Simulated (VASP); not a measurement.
# Ti₃Al: restarted molecular dynamics, 2 variants

Ti₃Al, Fm-3m (no. 225), 16 atoms in the cell. PBE, molecular dynamics; PAW potentials Ti, Al (PBE set).

| Restart from | Temperature at the end (K) | The same without a restart (K) | Potential energy at the end (eV/atom) | The same without a restart (eV/atom) | Electronic steps in the first step after the restart | Time (s) |
|---|---|---|---|---|---|---|
| CONTCAR with velocities, WAVECAR read | 1120.0 | 1120.0 | -6.75919 | -6.75918 | 7 | 444 |
| CONTCAR with velocities, no WAVECAR | 1120.0 | 1120.0 | -6.75919 | -6.75918 | 24 | 508 |

Limits: 120 fs of 16 atoms are too short for converged averages.

## Input of the first row

INCAR.step1:
```
GGA      = PE             # functional
PREC     = Normal         # precision mode
ENCUT    = 240            # plane-wave cutoff, eV
EDIFF    = 1E-6           # SCF threshold, eV
NELMIN   = 4            
NELM     = 60             # most SCF steps
ALGO     = Fast           # electronic algorithm
LREAL    = Auto         
LASPH    = T              # aspherical terms in the spheres
ISMEAR   = -1             # smearing method
SIGMA    = 0.069          # smearing width, eV
ISYM     = 0            
LWAVE    = T              # write WAVECAR
LCHARG   = F              # write CHGCAR
IBRION   = 0              # ionic algorithm
NSW      = 30             # ionic steps
POTIM    = 2.0            # step
TEBEG    = 1600         
ISIF     = 2              # what is computed and relaxed
RANDOM_SEED= 605666 0 0   
MDALGO   = 4            
NHC_NCHAINS= 3            
NHC_PERIOD= 30           
KPAR     = 2             
```

INCAR.step2, as INCAR.step1 but for:
```
- LWAVE = T
+ LWAVE = F
```

KPOINTS:
```
k-points
0
Monkhorst-Pack
  2 2 2
```

POSCAR.step1:
```
Ti3Al
1.0
    6.4635620000      0.0000000000      0.0000000000
    0.0000000000      6.4635620000      0.0000000000
    0.0000000000      0.0000000000      6.4635620000
Ti Al
12 4
Direct
    0.0000000000      0.0000000000      0.0000000000
    0.2500000000      0.7500000000      0.7500000000
    0.2500000000      0.2500000000      0.7500000000
    0.0000000000      0.5000000000      0.5000000000
    0.2500000000      0.2500000000      0.2500000000
    0.2500000000      0.7500000000      0.2500000000
    0.5000000000      0.0000000000      0.5000000000
    0.7500000000      0.7500000000      0.2500000000
    0.7500000000      0.2500000000      0.2500000000
    0.5000000000      0.5000000000      0.0000000000
    0.7500000000      0.2500000000      0.7500000000
    0.7500000000      0.7500000000      0.7500000000
    0.5000000000      0.0000000000      0.0000000000
    0.5000000000      0.5000000000      0.5000000000
    0.0000000000      0.0000000000      0.5000000000
    0.0000000000      0.5000000000      0.0000000000
```

Commands (each step's output is kept before the next begins):
```
cat potpaw_PBE.64/Ti/POTCAR potpaw_PBE.64/Al/POTCAR > POTCAR
cp INCAR.step1 INCAR
cp POSCAR.step1 POSCAR
mpirun -np 2 vasp_std > vasp.out
cp CONTCAR POSCAR
cp INCAR.step2 INCAR
mpirun -np 2 vasp_std > vasp.out
```

Changes of the last row against the first:
```
(step 1)
- LWAVE = True
+ LWAVE = False
```

VASP 6.6.1 took 444 s on 2 cores (Intel Xeon Platinum 8175M @ 2.50GHz (Skylake/Cascade Lake)), a shared host.
